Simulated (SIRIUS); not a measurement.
Crystal: NbP.

```
CELL_PARAMETERS angstrom
-1.67492 1.67492 5.74011
1.67492 -1.67492 5.74011
1.67492 1.67492 -5.74011
ATOMIC_POSITIONS crystal
Nb 0.24988 0.74988 0.50000
Nb 0.49988 0.49988 0.00000
P 0.83275 0.33275 0.50000
P 0.08275 0.08275 0.00000
```

The cell is a database's computed one.

Base run:

```yaml
Program: SIRIUS 7.12.0
Functional: PBEsol
Potentials_or_basis: PseudoDojo 0.4.1 PBEsol standard (scalar relativistic)
Cutoff: 1127 eV
Density_cutoff: 4507 eV
k_mesh: 11 × 11 × 11
Occupations: fermi-dirac, width 0.05 eV
Spin: no spin polarisation
```

Its results: band gap on the k mesh 0.00 eV; pressure -6.4 GPa; largest force 0.017 eV/Å.

The run is repeated on the same cell with these changes: potentials or basis from PseudoDojo 0.4.1 PBEsol standard (scalar relativistic) to PseudoDojo 0.4.1 PBE standard (scalar relativistic); k mesh from 11 × 11 × 11 to 5 × 5 × 5. What comes out?

Band gap on the k mesh none (metal or under the smearing width); pressure -5.6 GPa; largest force 0.004 eV/Å.

Caveats: some runs use coarse meshes; an odd mesh through Γ misses points on the zone boundary, where band edges often lie (some runs); the potentials were made for another functional, which shifts forces and pressure (some runs).

Not every run made on this cell is shown here.
